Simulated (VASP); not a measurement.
Crystal: Te.

```
CELL_PARAMETERS angstrom
2.30590 1.33131 1.69095
-2.30590 1.33131 1.69095
0.00000 -2.66263 1.69095
ATOMIC_POSITIONS crystal
Te 0.50000 0.50000 0.50000
```

This isn't the form of Te at room conditions, which is trigonal, of chains.

* Program: VASP 6.6.1
* Task: relaxation of cell and atoms
* Functional: PBE
* Dispersion: rVV10
* Potentials or basis: VASP PAW PBE potentials, release 64 (Te)
* Cutoff: 600 eV
* k mesh: 9 × 9 × 9
* Occupations: fermi-dirac, width 0.05 eV
* Spin: no spin polarisation

At the start: pressure 1.7 GPa; volume 31.15 Å³/atom.

Question: How do energy, volume and symmetry change on relaxing?

Answer: Over 10 steps the energy falls by 6.5 meV/atom and the volume is 32.27 Å³/atom (+3.6 %); space group R-3m (No. 166, to 0.05 Å).

The path:
```csv
step,energy change (eV),largest force (eV/Å),pressure (GPa),volume (Å³)
1,0.0000,0.0000,1.69,31.15
2,-0.0031,0.0000,-0.91,32.65
3,-0.0048,0.0000,0.01,32.07
4,-0.0049,0.0000,0.00,32.09
5,-0.0053,0.0000,-0.01,32.14
6,-0.0060,0.0000,-0.04,32.23
7,-0.0064,0.0000,-0.16,32.39
8,-0.0065,0.0000,-0.11,32.34
9,-0.0059,0.0000,0.59,31.94
10,-0.0065,0.0000,0.00,32.27
```

Final structure:
```cif
data_structure
_symmetry_space_group_name_H-M 'P 1'
_symmetry_Int_Tables_number 1
_cell_length_a 3.1857
_cell_length_b 3.1857
_cell_length_c 3.1857
_cell_angle_alpha 91.976
_cell_angle_beta 91.976
_cell_angle_gamma 91.976
_cell_volume 32.27
loop_
_atom_site_label
_atom_site_type_symbol
_atom_site_fract_x
_atom_site_fract_y
_atom_site_fract_z
_atom_site_occupancy
Te1 Te 0.50000 0.50000 0.50000 1
```
